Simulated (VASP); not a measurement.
Here is a VASP 6.6.1 calculation.

Contents of INCAR:

```
SYSTEM = Ru
PREC = Accurate
ENCUT = 520
EDIFF = 1E-6
ISMEAR = 1
SIGMA = 0.1
LREAL = .FALSE.
LASPH = .TRUE.
NELM = 80
ALGO = Normal
ISIF = 2
LWAVE = .FALSE.
LCHARG = .FALSE.
GGA = PS
ICORELEVEL = 1
```

Contents of KPOINTS:

```
regular mesh
0
G
  13 13 7
  0 0 0
```

File POSCAR:

```
Ru
1.0
    2.7058000000      0.0000000000      0.0000000000
   -1.3529000000      2.3432915380      0.0000000000
    0.0000000000      0.0000000000      4.2819000000
Ru
2
Direct
    0.3333333333      0.6666666667      0.2500000000
    0.6666666667      0.3333333333      0.7500000000
```

Potentials or basis: VASP PAW PBE potentials, release 64 (Ru_pv).

Command:

```console
$ cat potpaw_PBE.64/Ru_pv/POTCAR > POTCAR
$ mpirun -np 1 vasp_std > vasp.out
```

Problem. What does it give for the pressure?

Solution. -6.4 GPa.

Problem. What does it give for the band gap on the k mesh?

Solution. None (metal or under the smearing width).

Core levels (eV, on the scale of the bands):
```csv
atom,levels
1 Ru,"1s -21917.7, 2s -3138.1, 2p -2808.7, 3s -539.8, 3p -431.5, 3d -257.5, 4s -60.3"
2 Ru,"1s -21917.7, 2s -3138.1, 2p -2808.7, 3s -539.8, 3p -431.5, 3d -257.5, 4s -60.3"
```

Caveat: the PAW data sets were made with another functional, which shifts forces and pressure a little.
